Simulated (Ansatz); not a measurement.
## Structures of WC: which is lowest?

Plane-wave DFT in Ansatz with scalar-relativistic PAW potentials, cutoff 420 eV, Γ-centred meshes chosen by cell and gap, Gaussian smearing with energies taken to zero width. Every cell was relaxed (cell and atoms) in a run of its own, within the symmetry of its start. Functional: PBEsol.

Relaxed structures (starts from databases or built by putting these elements on another compound's sites):
A. Fm-3m, 2 atoms in the computed cell, a = 4.345 Å; sites (symmetry × multiplicity) W m-3m × 4, C m-3m × 4; start: built
B. P-6m2, 2 atoms in the computed cell, a = 2.898 Å, c = 2.828 Å; sites (symmetry × multiplicity) W -6m2 × 1, C -6m2 × 1; start: database

Task: Rank them by energy. Could pressure change the order?

Result:
| structure | group | E − E(lowest) (meV/atom) | V (Å³/atom) | gap on mesh (eV) |
| --- | --- | --- | --- | --- |
| B | P-6m2 | 0.0 | 10.29 | 0.00 |
| A | Fm-3m | 452 | 10.26 | 0.00 |

B is lowest, 452 meV/atom under A. The two lowest differ in volume by under 3 %, too little for a first-order estimate of what pressure does to that pair (other pairs aren't weighed here); with rigid cells even 3 % in favour of the higher one would need about 235 GPa. Other structures may lie lower than all of these, and vibrations aren't counted.

Spin-orbit coupling is left out, which matters for the bands of heavy elements.